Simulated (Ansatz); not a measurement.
**H interstitial in TiAl**

Aim: make a H interstitial in a supercell of 32 atoms of TiAl, relax it, and find its formation energy, moment and surroundings.

Program: Ansatz 0.2.0. Level of theory: DFT PBE, scalar-relativistic, plane waves, PAW. These are calculated values, not measurements.

2 further runs of the same task are left out: 2 set aside as unsound or not needed.

### 1 The structure to begin with

The structure is tetragonal, space group P4/mmm (No. 123). The conventional cell has a = 2.822 Å, b = 2.822 Å, c = 4.078 Å, α = 90.00°, β = 90.00°, γ = 90.00°. Ti (site symmetry 4/mmm) has 4 Ti at 2.82 Å and 8 Al at 2.85 Å in its first shell of neighbours. Around Al (site symmetry 4/mmm) lie 4 Al at 2.82 Å and 8 Ti at 2.85 Å.

Coordinates:

```cif
data_structure
_symmetry_space_group_name_H-M 'P4/mmm'
_symmetry_Int_Tables_number 123
_cell_length_a 2.8216
_cell_length_b 2.8216
_cell_length_c 4.0783
_cell_angle_alpha 90.000
_cell_angle_beta 90.000
_cell_angle_gamma 90.000
_cell_volume 32.47
loop_
_atom_site_label
_atom_site_type_symbol
_atom_site_symmetry_multiplicity
_atom_site_Wyckoff_symbol
_atom_site_fract_x
_atom_site_fract_y
_atom_site_fract_z
_atom_site_occupancy
Ti1 Ti 1 d 0.50000 0.50000 0.50000 1
Al1 Al 1 a 0.00000 0.00000 0.00000 1
```

It goes back to an entry of the Materials Project, which need not be the stable form.

This cell was relaxed beforehand with the same method: volume 16.23 Å³/atom, gap on the mesh none (metal).

The perfect supercell (rows 0 0 2; -2 2 1; -2 -2 1 in vectors of this cell) was computed beforehand with the same settings: E(σ→0) = -48607.6851 eV for 32 atoms, gap none (metal).

### 2 Setting up the defect

The extra atom is put at (0.125, 0.125, 0.875) of the supercell, the middle of a void of radius 1.74 Å. A small random displacement (spread 0.06 Å) lets the symmetry of the site break. Its neighbours are 2 Ti at 1.74 Å, 2 Al at 1.74 Å.

### 3 Relaxing the defect

Contents of input.yaml:

```yaml
crystal:
  lattice:
    - [0.0, 0.0, 8.1565484279]
    - [-5.6432814774, 5.6432814774, 4.078274214]
    - [-5.6432814774, -5.6432814774, 4.078274214]
  atoms:
    - { symbol: Ti, position: [0.625, 0.75, 0.5] }
    - { symbol: Ti, position: [0.125, 0.75, 0.5] }
    - { symbol: Ti, position: [0.375, 0.25, 0.5] }
    - { symbol: Ti, position: [0.875, 0.25, 0.5] }
    - { symbol: Ti, position: [0.375, 0.5, 0.25] }
    - { symbol: Ti, position: [0.875, 0.5, 0.25] }
    - { symbol: Ti, position: [0.375, 0.75, 0.0] }
    - { symbol: Ti, position: [0.875, 0.75, 0.0] }
    - { symbol: Ti, position: [0.625, 0.0, 0.25] }
    - { symbol: Ti, position: [0.125, 0.0, 0.25] }
    - { symbol: Ti, position: [0.625, 0.25, 0.0] }
    - { symbol: Ti, position: [0.1333583998, 0.2377329437, 0.0020839476] }
    - { symbol: Ti, position: [0.625, 0.5, 0.75] }
    - { symbol: Ti, position: [0.125, 0.5, 0.75] }
    - { symbol: Ti, position: [0.3834048791, 0.0073640756, 0.7485793153] }
    - { symbol: Ti, position: [0.875, 0.0, 0.75] }
    - { symbol: Al, position: [0.5, 0.5, 0.5] }
    - { symbol: Al, position: [0.0, 0.5, 0.5] }
    - { symbol: Al, position: [0.25, 0.0, 0.5] }
    - { symbol: Al, position: [0.75, 0.0, 0.5] }
    - { symbol: Al, position: [0.25, 0.25, 0.25] }
    - { symbol: Al, position: [0.75, 0.25, 0.25] }
    - { symbol: Al, position: [0.25, 0.5, 0.0] }
    - { symbol: Al, position: [0.75, 0.5, 0.0] }
    - { symbol: Al, position: [0.5, 0.75, 0.25] }
    - { symbol: Al, position: [0.0, 0.75, 0.25] }
    - { symbol: Al, position: [0.5, 0.0, 1.0] }
    - { symbol: Al, position: [0.0009939892, 1.32602e-05, 1.0047633315] }
    - { symbol: Al, position: [0.5, 0.25, 0.75] }
    - { symbol: Al, position: [0.0034376332, 0.2485212017, 0.7498324171] }
    - { symbol: Al, position: [0.25, 0.75, 0.75] }
    - { symbol: Al, position: [0.75, 0.75, 0.75] }
    - { symbol: H, position: [0.1216766862, 0.1304874413, 0.8753480758] }
basis:
  ecutwfc: 420
  xc_grid: 2
kpoints:
  mp_grid: { grid: [4, 4, 4], shift: [0.0, 0.0, 0.0] }
hamiltonian:
  xc: pbe
scf:
  occupations: { method: gaussian, width: 0.1 }
output:
  forces: true
  stress: false
  eigenvalues: true
  write_density: true
  write_potential: true
  elf: true
  volumetric_format: npy
relax:
  adjacent_minimum: "off"
  f_tol: 0.025
  max_steps: 45
```

Started as:

```bash
$ ansatz run input.yaml --threads 4 --pin off --max-ram 10240MiB --backend cpu --events-out ev --progress --plain --runs-dir out
```

**Question.** What will these runs give? Wanted: formation energy, neutral; nearest atoms after relaxation, one image of each, neutral.

The runs gave:

| quantity | value |
| --- | --- |
| formation energy, neutral | 0.20 eV |
| nearest atoms after relaxation, one image of each, neutral | 2 Ti at 1.78 Å, 1 Al at 1.82 Å, 1 Al at 1.83 Å |

**Reading.** Forming the neutral defect takes 0.20 eV with the elements as reservoirs. Spin polarisation was off in the neutral run, so a moment could not show there. With 32 host sites the defect feels its images, so energies are good to tenths of an eV at best. Other minima may exist.
